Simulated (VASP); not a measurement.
Here is a VASP 6.6.1 calculation.

File INCAR:

```
SYSTEM = CdO
PREC     = Accurate       ! precision mode
ENCUT    = 600            ! plane-wave cutoff, eV
EDIFF    = 1E-6           ! SCF threshold, eV
ISMEAR   = 0              ! smearing method
SIGMA    = 0.03           ! smearing width, eV
LREAL    = .FALSE.        ! projectors in reciprocal space
LASPH    = .TRUE.         ! aspherical terms in the spheres
NELM     = 80             ! most SCF steps
ALGO     = Normal         ! electronic algorithm
ISIF     = 3              ! what is computed and relaxed
LWAVE    = .FALSE.        ! write WAVECAR
LCHARG   = .FALSE.        ! write CHGCAR
GGA      = PE             ! functional
IBRION   = 2              ! ionic algorithm
NSW      = 90             ! ionic steps
EDIFFG   = -0.01          ! ionic threshold
```

File KPOINTS:

```
regular mesh
0
G
  12 12 12
  0 0 0
```

File POSCAR:

```
CdO
1.0
    0.0000000000      2.3495000000      2.3495000000
    2.3495000000      0.0000000000      2.3495000000
    2.3495000000      2.3495000000      0.0000000000
Cd O
1 1
Direct
    0.0000000000      0.0000000000      0.0000000000
    0.5000000000      0.5000000000      0.5000000000
```

Potentials or basis: VASP PAW PBE potentials, release 64 (Cd, O).

Run with:

```sh
$ cat potpaw_PBE.64/Cd/POTCAR potpaw_PBE.64/O/POTCAR > POTCAR
$ mpirun -np 1 vasp_std > vasp.out
```

**Question.** What does it give for the relaxed volume?

**Answer.** 13.66 Å³/atom.

**Question.** Estimate the band gap on the k mesh.

**Answer.** None (metal or under the smearing width).

Final structure:
```cif
data_structure
_symmetry_space_group_name_H-M 'P 1'
_symmetry_Int_Tables_number 1
_cell_length_a 3.3805
_cell_length_b 3.3805
_cell_length_c 3.3805
_cell_angle_alpha 60.000
_cell_angle_beta 60.000
_cell_angle_gamma 60.000
_cell_volume 27.32
loop_
_atom_site_label
_atom_site_type_symbol
_atom_site_fract_x
_atom_site_fract_y
_atom_site_fract_z
_atom_site_occupancy
Cd1 Cd 0.00000 0.00000 0.00000 1
O1 O 0.50000 0.50000 0.50000 1
```

Caveat: this crystal is a semiconductor, whose small gap the functional closes, so the metal is an error of the method. Zero-point motion and thermal expansion aren't in these numbers.
